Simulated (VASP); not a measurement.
# TiC (Khamrabaevite) under strain, part 3 of 5

How does the pressure of TiC (Khamrabaevite) answer to a change of volume? The bands are shown for each cell. All runs use PBE. Left out of this account: 1 further run (fields: a reference on another mesh). The start is a cell from a database of measured crystal structures.

VASP 6.6.1; PBE; plane waves and PAW (Ti_sv, C).

So far, pressure (GPa): step 2 (bands, cell as listed) 1.09; step 3 (cell volume +4.0 %) -8.10.

**4. Bands, volume times 1.08**

The cell is expanded evenly, with fractional positions held.

INCAR reads:

```
SYSTEM = TiC
PREC = Accurate
ENCUT = 520
EDIFF = 1E-06
NELM = 100
ISMEAR = -1
SIGMA = 0.05
LREAL = .FALSE.
ALGO = Normal
GGA = PE
NBANDS = 20
LASPH = .TRUE.
LORBIT = 11
LWAVE = .FALSE.
LCHARG = .FALSE.
KPAR = 2
```

POSCAR reads:

```
TiC
1.0
    0.0000000000      2.2202327692      2.2202327692
    2.2202327692      0.0000000000      2.2202327692
    2.2202327692      2.2202327692      0.0000000000
Ti C
1 1
Direct
    0.0000000000      0.0000000000      0.0000000000
    0.5000000000      0.5000000000      0.5000000000
```

KPOINTS reads:

```
Automatic mesh
0
Gamma
15 15 15
0 0 0
```

KPOINTS_OPT reads:

```
Line mode
16
Line-mode
Reciprocal
  0.00000000   0.00000000   0.00000000 GAMMA
  0.50000000   0.00000000   0.50000000 X

  0.50000000   0.00000000   0.50000000 X
  0.50000000   0.25000000   0.75000000 W

  0.50000000   0.25000000   0.75000000 W
  0.37500000   0.37500000   0.75000000 K

  0.37500000   0.37500000   0.75000000 K
  0.00000000   0.00000000   0.00000000 GAMMA

  0.00000000   0.00000000   0.00000000 GAMMA
  0.50000000   0.50000000   0.50000000 L

  0.50000000   0.50000000   0.50000000 L
  0.62500000   0.25000000   0.62500000 U

  0.62500000   0.25000000   0.62500000 U
  0.50000000   0.25000000   0.75000000 W

  0.50000000   0.25000000   0.75000000 W
  0.50000000   0.50000000   0.50000000 L

  0.50000000   0.50000000   0.50000000 L
  0.37500000   0.37500000   0.75000000 K

  0.62500000   0.25000000   0.62500000 U
  0.50000000   0.00000000   0.50000000 X
```

Potentials, in the order of the species: Ti_sv and C (PBE family, release 64).

The run is started by

```
$ mpirun -np 2 vasp_std
```

Output:

```text
[... set-up lines as in an earlier step ...]
 entering main loop
       N       E                     dE             d eps       ncg     rms          rms(c)
DAV:   1     0.125811822832E+03    0.12581E+03   -0.71577E+03  4832   0.935E+02
DAV:   2    -0.163369072111E+02   -0.14215E+03   -0.13077E+03  4948   0.272E+02
DAV:   3    -0.242534149929E+02   -0.79165E+01   -0.77624E+01  6028   0.640E+01
DAV:   4    -0.244356974872E+02   -0.18228E+00   -0.18192E+00  5640   0.925E+00
DAV:   5    -0.244390739778E+02   -0.33765E-02   -0.33764E-02  5592   0.119E+00    0.170E+01
DAV:   6    -0.195697551648E+02    0.48693E+01   -0.50098E+00  6272   0.417E+01    0.793E+00
DAV:   7    -0.187017658811E+02    0.86799E+00   -0.15193E+00  5704   0.174E+01    0.447E+00
DAV:   8    -0.186885342336E+02    0.13232E-01   -0.14045E-01  5648   0.235E+00    0.384E+00
DAV:   9    -0.186346528393E+02    0.53881E-01   -0.59709E-02  7276   0.404E+00    0.123E+00
DAV:  10    -0.186367692072E+02   -0.21164E-02   -0.21826E-02  5328   0.104E+00    0.877E-01
DAV:  11    -0.186359650265E+02    0.80418E-03   -0.82200E-04  5400   0.273E-01    0.735E-01
DAV:  12    -0.186314508176E+02    0.45142E-02   -0.53879E-03  5520   0.113E+00    0.141E-01
DAV:  13    -0.186315237753E+02   -0.72958E-04   -0.71963E-04  6180   0.264E-01    0.183E-01
DAV:  14    -0.186313668780E+02    0.15690E-03   -0.42292E-04  5204   0.191E-01    0.369E-02
DAV:  15    -0.186313663364E+02    0.54157E-06   -0.20966E-05  5408   0.391E-02    0.139E-02
DAV:  16    -0.186313651272E+02    0.12092E-05   -0.65808E-07  4596   0.671E-03    0.842E-03
DAV:  17    -0.186313645734E+02    0.55383E-06   -0.44437E-07  3508   0.626E-03
   1 F= -.18631365E+02 E0= -.18629797E+02  d E =-.313514E-02
 Start KPOINTS_OPT (optional k-point list driver)
k-point batch [1-120\160]
       N       E                     dE             ncg
DAV:   1    -0.763841762390E+04   -0.78566E+05     4824
DAV:   2    -0.240577428608E+05   -0.16419E+05     4940
DAV:   3    -0.249368335501E+05   -0.87909E+03     6032
DAV:   4    -0.249555619880E+05   -0.18728E+02     5528
DAV:   5    -0.249558228642E+05   -0.26088E+00     5716
DAV:   6    -0.249558273924E+05   -0.45282E-02     5692
DAV:   7    -0.249558274885E+05   -0.96111E-04     5780
DAV:   8    -0.249558274905E+05   -0.19997E-05     4572
DAV:   9    -0.249558274907E+05   -0.20399E-06     3516
k-point batch [121-160\160]
       N       E                     dE             ncg
DAV:   1     0.426915403228E+05   -0.30352E+05     1608
DAV:   2     0.373077333151E+05   -0.53838E+04     1696
DAV:   3     0.370247423180E+05   -0.28299E+03     1944
DAV:   4     0.370185740122E+05   -0.61683E+01     1904
DAV:   5     0.370184831738E+05   -0.90838E-01     1852
DAV:   6     0.370184818100E+05   -0.13638E-02     1960
DAV:   7     0.370184817829E+05   -0.27108E-04     1844
DAV:   8     0.370184817823E+05   -0.54903E-06     1568
```

Elapsed: 37 s, on 2 MPI ranks of Intel Xeon Platinum 8259CL at 2.50GHz (Skylake/Cascade Lake), shared host; peak memory 0.37 GiB; 71 s of CPU time.

OUTCAR, selected parts (step 4):

```text
  LATTYP: Found a face centered cubic cell.
 ALAT       =     4.4404655384

The static configuration has the point symmetry O_h .

 Found    120 irreducible k-points:

   ENCUT  =  520.0 eV  38.22 Ry    6.18 a.u.   5.84  5.84  5.84*2*pi/ulx,y,z

   NELECT =      16.0000    total number of electrons

 E-fermi :   8.5500

 k-point     1 :       0.0000    0.0000    0.0000
  band No.  band energies     occupation
      1     -48.2462      2.00000
      2     -24.3031      2.00000
      3     -24.3031      2.00000
      4     -24.3031      2.00000
      5      -3.4849      2.00000
      6       9.2198      0.00000
      7       9.2198      0.00000
      8       9.2198      0.00000
      9      10.1138      0.00000
     10      10.1138      0.00000
    ...

 k-point     2 :       0.0667    0.0000    0.0000
  band No.  band energies     occupation
      1     -48.2440      2.00000
      2     -24.3196      2.00000
      3     -24.3047      2.00000
      4     -24.3047      2.00000
      5      -3.3933      2.00000
      6       8.7634      0.02763
      7       8.9847      0.00033
      8       8.9847      0.00033
      9       9.5053      0.00000
     10       9.5053      0.00000
    ...

  Total       -2.1359979     -2.1359979     -2.1359979      0.0000000      0.0000000      0.0000000
  in kB     -156.3456766   -156.3456766   -156.3456766      0.0000000      0.0000000      0.0000000
  external PRESSURE =    -156.3456766 kB  Pullay stress =       0.0000000 kB

  energy-cutoff  :      520.00
  volume of cell :       21.89
      direct lattice vectors                 reciprocal lattice vectors
     0.000000000  2.220232769  2.220232769    -0.225201613  0.225201613  0.225201613
     2.220232769  0.000000000  2.220232769     0.225201613 -0.225201613  0.225201613
     2.220232769  2.220232769  0.000000000     0.225201613  0.225201613 -0.225201613

 POSITION                                       TOTAL-FORCE (eV/Angst)
 -----------------------------------------------------------------------------------
      0.00000      0.00000      0.00000         0.000000      0.000000     -0.000000
      2.22023      2.22023      2.22023         0.000000     -0.000000      0.000000
 -----------------------------------------------------------------------------------
    total drift:                                0.000000     -0.000000     -0.000000

  FREE ENERGIE OF THE ION-ELECTRON SYSTEM (eV)
  ---------------------------------------------------
  free  energy   TOTEN  =       -18.6313645734 eV

  energy  without entropy=      -18.6282294357  energy(sigma->0) =      -18.62979700

 total charge
# of ion       s       p       d       tot
------------------------------------------
    1        2.183   6.209   1.872  10.264
    2        0.888   1.461   0.000   2.349
--------------------------------------------------
tot          3.071   7.670   1.872  12.614

[... 4 parts as in an earlier step ...]

[... 6 further parts left out ...]
```

Numbers from this step:

- SCF cycles: 17
- free energy (TOTEN): -18.63 eV
- energy at zero smearing: -18.63 eV
- Fermi energy: 8.55 eV
- pressure: -15.63 GPa

Electronic bands along the path, in eV, zero at the Fermi level; # counts the bands kept, so #1 is VASP's band 5:

| point | #1 | #2 | #3 | #4 | #5 | #6 | #7 | #8 |
| --- | --- | --- | --- | --- | --- | --- | --- | --- |
| Γ | -12.03 | 0.67 | 0.67 | 0.67 | 1.56 | 1.56 | 1.59 | 1.59 |
| 0.47 of the way | -10.81 | -3.01 | -0.37 | -0.36 | -0.36 | 1.94 | 3.37 | 3.37 |
| X | -9.82 | -3.34 | -1.40 | -0.08 | -0.08 | 2.45 | 3.17 | 3.17 |
| 0.47 of the way | -9.61 | -3.30 | -2.18 | -1.40 | 1.03 | 3.13 | 3.17 | 3.53 |
| W | -9.31 | -2.98 | -2.98 | -2.53 | 2.55 | 2.55 | 3.17 | 4.52 |
| 0.47 of the way | -9.35 | -3.16 | -3.11 | -2.06 | 1.89 | 2.81 | 3.31 | 4.62 |
| K | -9.38 | -3.26 | -3.22 | -1.61 | 1.35 | 2.84 | 3.45 | 4.91 |
| 0.53 of the way | -10.56 | -2.91 | -1.91 | -1.69 | 1.38 | 2.33 | 3.25 | 3.87 |
| Γ | -12.03 | 0.67 | 0.67 | 0.67 | 1.56 | 1.56 | 1.59 | 1.59 |
| 0.47 of the way | -10.98 | -2.31 | -1.40 | -1.40 | 1.53 | 1.53 | 2.51 | 5.13 |
| L | -8.90 | -5.49 | -2.66 | -2.66 | 2.64 | 2.64 | 3.69 | 7.47 |
| 0.53 of the way | -9.09 | -4.70 | -2.82 | -2.29 | 2.23 | 2.64 | 3.46 | 5.86 |
| U | -9.38 | -3.26 | -3.22 | -1.61 | 1.35 | 2.84 | 3.45 | 4.91 |
| 0.47 of the way | -9.35 | -3.17 | -3.14 | -1.98 | 1.79 | 2.82 | 3.34 | 4.67 |
| W | -9.31 | -2.98 | -2.98 | -2.53 | 2.55 | 2.55 | 3.17 | 4.52 |
| 0.47 of the way | -9.13 | -4.46 | -2.82 | -2.28 | 2.37 | 2.49 | 3.41 | 5.64 |
| L | -8.90 | -5.49 | -2.66 | -2.66 | 2.64 | 2.64 | 3.69 | 7.47 |
| 0.53 of the way | -9.09 | -4.70 | -2.82 | -2.29 | 2.23 | 2.64 | 3.46 | 5.86 |
| K | -9.38 | -3.26 | -3.22 | -1.61 | 1.35 | 2.84 | 3.45 | 4.91 |
| jump to U | -9.38 | -3.26 | -3.22 | -1.61 | 1.35 | 2.84 | 3.45 | 4.91 |
| 0.47 of the way | -9.67 | -3.32 | -2.15 | -0.77 | 0.47 | 3.07 | 3.26 | 3.43 |
| X | -9.82 | -3.34 | -1.40 | -0.08 | -0.08 | 2.45 | 3.17 | 3.17 |

Of the projections kept (Ti, C), the largest for each band there; the rest of the weight can lie on other orbitals:

| point | #1 | #2 | #3 | #4 | #5 | #6 | #7 | #8 |
| --- | --- | --- | --- | --- | --- | --- | --- | --- |
| Γ | C 0.72 | Ti 1.00 | Ti 1.00 | Ti 1.00 | Ti 1.00 | Ti 1.00 | C 0.94 | C 0.94 |
| X | C 0.71 | C 0.62 | Ti 1.00 | C 0.81 | C 0.81 | Ti 1.00 | Ti 1.00 | Ti 1.00 |
| W | C 0.74 | Ti 0.55 | Ti 0.55 | Ti 0.54 | Ti 0.83 | Ti 0.83 | Ti 1.00 | Ti 0.90 |
| K | C 0.74 | Ti 0.60 | C 0.52 | Ti 0.54 | Ti 0.81 | Ti 1.00 | Ti 0.92 | Ti 0.89 |
| Γ | C 0.72 | Ti 1.00 | Ti 1.00 | Ti 1.00 | Ti 1.00 | Ti 1.00 | C 0.94 | C 0.94 |
| L | C 0.83 | Ti 0.59 | Ti 0.63 | Ti 0.63 | Ti 0.99 | Ti 0.99 | Ti 0.88 | Ti 0.64 |

The electronic bands as a text plot (rows in eV, shown from -8.0 to 1.6 only):

```
    1.4 |*              *    ** ***  *         *             *
    1.0 |*         *           *** **                         *
    0.6 |**                      ***
    0.2 | **      *                *                           *
   -0.2 |  *******              *   *                           *
   -0.6 | *  **   *             *   *                          *
   -1.0 |      *   *           *     *
   -1.4 |  *    **            **                              * *
   -1.8 |         *     **    **     **       ***            * *
   -2.2 |          **  *  *****        *    **   * ***     **
   -2.6 |   *       ***    **           *****     *  ******   *
   -3.0 |            *** **           *      ** *****      ***
   -3.4 |    ** *****   *    *                 *   *         ****
   -3.8 |      *         *             *      *     *
   -4.2 |                 ***                *              *
   -4.6 |                                            *     *
   -5.0 |                               *   *         *   *
   -5.4 |                                ***           ***
   -5.8 |
   -6.2 |
   -6.6 |
   -7.0 |
   -7.4 |
   -7.8 |
         Γ       X    W  K        Γ      L     U  W     L   K|U X
```

 The pressure is -15.63 GPa.

Of the bands kept, 4 cross the Fermi level on this path.

**5. Bands, sheared, principal strains -4.1, +1.4, +2.9 %**

The cell is sheared at fixed volume, which lowers its symmetry.

INCAR is that of step 4.

POSCAR reads:

```
TiC
1.0
    0.0578100000      2.2230470000      2.2007830000
    2.1662200000      0.0176430000      2.2409500000
    2.1070810000      2.2040760000      0.0767810000
Ti C
1 1
Direct
    0.0000000000      0.0000000000      0.0000000000
    0.5000000000      0.5000000000      0.5000000000
```

KPOINTS is that of step 4.

KPOINTS_OPT reads:

```
Line mode
16
Line-mode
Reciprocal
  0.00000000   0.50000000   0.00000000 X
  0.00000000   0.00000000   0.00000000 GAMMA

  0.00000000   0.00000000   0.00000000 GAMMA
 -0.50000000  -0.50000000  -0.50000000 Y

 -0.50000000   0.00000000  -0.50000000 L
  0.00000000   0.00000000   0.00000000 GAMMA

  0.00000000   0.00000000   0.00000000 GAMMA
  0.00000000   0.00000000   0.50000000 Z

  0.00000000   0.50000000   0.50000000 N
  0.00000000   0.00000000   0.00000000 GAMMA

  0.00000000   0.00000000   0.00000000 GAMMA
 -0.50000000  -0.50000000   0.00000000 M

 -0.50000000   0.00000000   0.00000000 R
  0.00000000   0.00000000   0.00000000 GAMMA
```

The run is started by

```
$ mpirun -np 2 vasp_std
```

Output:

```text
[... set-up lines as in an earlier step ...]
 entering main loop
       N       E                     dE             d eps       ncg     rms          rms(c)
DAV:   1     0.125329534810E+03    0.12533E+03   -0.71649E+03 68080   0.956E+02
DAV:   2    -0.163403522747E+02   -0.14167E+03   -0.13052E+03 69488   0.276E+02
DAV:   3    -0.240574213420E+02   -0.77171E+01   -0.75666E+01 83200   0.641E+01
DAV:   4    -0.242343634023E+02   -0.17694E+00   -0.17666E+00 78668   0.921E+00
DAV:   5    -0.242373770133E+02   -0.30136E-02   -0.30135E-02 78992   0.113E+00    0.184E+01
DAV:   6    -0.193524454368E+02    0.48849E+01   -0.47970E+00 91708   0.423E+01    0.721E+00
DAV:   7    -0.186816826772E+02    0.67076E+00   -0.12766E+00 80320   0.159E+01    0.499E+00
DAV:   8    -0.186506816865E+02    0.31001E-01   -0.11773E-01 87396   0.317E+00    0.298E+00
DAV:   9    -0.186485810843E+02    0.21006E-02   -0.49791E-02100460   0.262E+00    0.693E-01
DAV:  10    -0.186487176047E+02   -0.13652E-03   -0.70991E-03 71684   0.699E-01    0.653E-01
DAV:  11    -0.186463916430E+02    0.23260E-02   -0.22891E-03 75584   0.725E-01    0.289E-01
DAV:  12    -0.186460127958E+02    0.37885E-03   -0.32001E-04 91260   0.274E-01    0.802E-02
DAV:  13    -0.186459945366E+02    0.18259E-04   -0.56913E-05 69936   0.735E-02    0.137E-02
DAV:  14    -0.186459944460E+02    0.90603E-07   -0.39446E-06 78072   0.310E-02
   1 F= -.18645994E+02 E0= -.18644743E+02  d E =-.250218E-02
 Start KPOINTS_OPT (optional k-point list driver)
k-point batch [1-112\112]
       N       E                     dE             ncg
DAV:   1     0.307396909121E+05   -0.43284E+05     4528
DAV:   2     0.152554884205E+05   -0.15484E+05     4572
DAV:   3     0.143938337456E+05   -0.86165E+03     5540
DAV:   4     0.143742269217E+05   -0.19607E+02     4944
DAV:   5     0.143739408398E+05   -0.28608E+00     5064
DAV:   6     0.143739362718E+05   -0.45679E-02     5108
DAV:   7     0.143739361804E+05   -0.91436E-04     5160
DAV:   8     0.143739361786E+05   -0.17799E-05     3952
DAV:   9     0.143739361784E+05   -0.17749E-06     2932
```

The job ended after 3.5 min (2 MPI ranks; peak memory 2 GiB; 7 min of CPU time).

From OUTCAR (step 5):

```text
   k-points           NKPTS =   1688   k-points in BZ     NKDIM =   1688   number of bands    NBANDS=     20

   ENCUT  =  520.0 eV  38.22 Ry    6.18 a.u.   5.82  5.80  5.67*2*pi/ulx,y,z

   NELECT =      16.0000    total number of electrons

 E-fermi :   9.4638

 k-point     1 :       0.0000    0.0000    0.0000
  band No.  band energies     occupation
      1     -47.1282      2.00000
      2     -23.1805      2.00000
      3     -23.1669      2.00000
      4     -23.1038      2.00000
      5      -2.9713      2.00000
      6       9.8826      0.00046
      7      10.0080      0.00004
      8      10.5120      0.00000
      9      10.9030      0.00000
     10      11.0347      0.00000
    ...

  Total        1.6391297     -0.7583269     -0.2464061     -0.0157713     -0.3552686     -1.1561944
  in kB      129.5752894    -59.9467070    -19.4787187     -1.2467452    -28.0844353    -91.3986362
  external PRESSURE =      16.7166212 kB  Pullay stress =       0.0000000 kB

 POSITION                                       TOTAL-FORCE (eV/Angst)
 -----------------------------------------------------------------------------------
      0.00000      0.00000      0.00000        -0.000000      0.000000      0.000000
      2.16556      2.22238      2.25926         0.000000     -0.000000     -0.000000
 -----------------------------------------------------------------------------------
    total drift:                                0.000000     -0.000000     -0.000000

  FREE ENERGIE OF THE ION-ELECTRON SYSTEM (eV)
  ---------------------------------------------------
  free  energy   TOTEN  =       -18.6459944460 eV

  energy  without entropy=      -18.6434922685  energy(sigma->0) =      -18.64474336

[... 1 part as in an earlier step ...]

[... 14 further parts left out ...]
```

The path and its labels are those of the sheared lattice, so a letter need not mean the same point as in the unstrained cell.

This step gave:

```
SCF cycles              : 14
irreducible k-points    : 1688
symmetry operations     : 2
free energy (TOTEN)     : -18.65 eV
energy at zero smearing : -18.64 eV
Fermi energy            : 9.464 eV
pressure                : 1.672 GPa
```

The electronic bands at the labelled points (eV, zero at the Fermi level; # counts the bands kept, so #1 is VASP's band 5):

| point | #1 | #2 | #3 | #4 | #5 | #6 | #7 | #8 |
| --- | --- | --- | --- | --- | --- | --- | --- | --- |
| X | -9.04 | -5.88 | -3.06 | -2.54 | 2.71 | 2.98 | 4.07 | 7.85 |
| 0.53 of the way | -11.30 | -2.58 | -1.73 | -1.21 | 1.52 | 1.85 | 2.71 | 5.32 |
| Γ | -12.44 | 0.42 | 0.54 | 1.05 | 1.44 | 1.57 | 1.59 | 1.84 |
| 0.47 of the way | -11.32 | -2.66 | -1.61 | -1.21 | 1.58 | 1.85 | 2.71 | 5.30 |
| Y | -9.12 | -5.88 | -2.92 | -2.51 | 2.69 | 2.92 | 3.99 | 7.76 |
| jump to L | -10.20 | -3.65 | -1.61 | -0.27 | 0.47 | 2.69 | 3.40 | 3.59 |
| 0.47 of the way | -10.92 | -3.60 | -0.78 | -0.54 | 0.07 | 2.27 | 3.56 | 3.81 |
| Γ | -12.44 | 0.42 | 0.54 | 1.05 | 1.44 | 1.57 | 1.59 | 1.84 |
| 0.47 of the way | -11.23 | -2.27 | -1.83 | -1.57 | 1.48 | 1.67 | 2.72 | 5.45 |
| Z | -8.74 | -5.86 | -3.29 | -2.98 | 2.83 | 3.11 | 4.32 | 7.89 |
| jump to N | -10.09 | -3.16 | -1.69 | -0.36 | -0.14 | 2.68 | 3.48 | 3.57 |
| 0.47 of the way | -10.67 | -3.62 | -0.86 | -0.69 | -0.52 | 2.16 | 3.99 | 4.05 |
| Γ | -12.44 | 0.42 | 0.54 | 1.05 | 1.44 | 1.57 | 1.59 | 1.84 |
| 0.47 of the way | -11.13 | -3.23 | -0.60 | -0.31 | -0.22 | 2.10 | 3.56 | 3.61 |
| M | -10.15 | -3.55 | -1.62 | 0.00 | 0.04 | 2.65 | 3.35 | 3.63 |
| jump to R | -8.83 | -5.86 | -3.22 | -2.84 | 2.68 | 3.10 | 4.30 | 7.83 |
| 0.47 of the way | -10.92 | -2.95 | -2.11 | -1.80 | 1.69 | 1.96 | 2.91 | 5.91 |
| Γ | -12.44 | 0.42 | 0.54 | 1.05 | 1.44 | 1.57 | 1.59 | 1.84 |

Of the projections kept (Ti, C), the largest for each band there; the rest of the weight can lie on other orbitals:

| point | #1 | #2 | #3 | #4 | #5 | #6 | #7 | #8 |
| --- | --- | --- | --- | --- | --- | --- | --- | --- |
| X | C 0.80 | Ti 0.60 | Ti 0.64 | Ti 0.63 | Ti 0.98 | Ti 0.99 | Ti 0.88 | Ti 0.63 |
| Γ | C 0.69 | Ti 1.00 | Ti 1.00 | Ti 1.00 | C 0.92 | Ti 1.00 | C 0.95 | Ti 1.00 |
| Y | C 0.80 | Ti 0.60 | Ti 0.64 | Ti 0.63 | Ti 0.98 | Ti 0.98 | Ti 0.88 | Ti 0.63 |
| L | C 0.69 | C 0.60 | Ti 1.00 | C 0.78 | C 0.82 | Ti 1.00 | Ti 1.00 | Ti 1.00 |
| Γ | C 0.69 | Ti 1.00 | Ti 1.00 | Ti 1.00 | C 0.92 | Ti 1.00 | C 0.95 | Ti 1.00 |
| Z | C 0.81 | Ti 0.59 | Ti 0.63 | Ti 0.63 | Ti 0.99 | Ti 0.98 | Ti 0.87 | Ti 0.57 |

The electronic bands as a text plot (rows in eV, shown from -8.0 to 2.0 only):

```
    1.8 |   ** *** **         ***   *        *******        **  *
    1.3 |    *******            *  *                         ** *
    0.9 |     *****            ****            ***            ***
    0.5 |       *       **    ****            * ***             *
    0.1 |     ** **       *****  *           * *  ***  ***     *
   -0.3 |         *     *** **    *     *** * *    *****       *
   -0.7 |    **    *       ** *   *      *****    *  *        *
   -1.2 |         **      *        *      **          *       *
   -1.6 |   **      *   **         *    **    *        ***   *
   -2.0 |  ***     ***              *              *        **
   -2.4 |***         ***     *       *                     ***
   -2.8 | *           **            ****     *      *     **
   -3.2 |*  *       *       *         ***   *             *
   -3.6 |               *  *             ***         * ***  *
   -4.1 |  *             **          *                *
   -4.5 |            *                                     *
   -4.9 |                             *
   -5.3 | *           *                                   *
   -5.7 |*             *               *
   -6.1 |
   -6.5 |
   -7.0 |
   -7.4 |
   -7.8 |
         X      Γ     Y|L       Γ     Z|N       Γ       M|R     Γ
```

 The pressure is 1.67 GPa, and the symmetry operations fall from 48 to 2.

[end of part 3 of 5]

[Lines on the potential files, build, host, timing and source positions are cut from VASP's logs without a mark.]

[Logs are printed without paths, hosts, clocks, repeated set-up lines and the standing remarks that a program may print on its own settings, such as how far it seeks lower states.]

[Hosts, paths, dates, database ids (printed as entryN), source tags and the programs' standing remarks are cut or masked in the printed files.]

[A measured line is paired with the nearest computed mode of its activity, which favours agreement.]
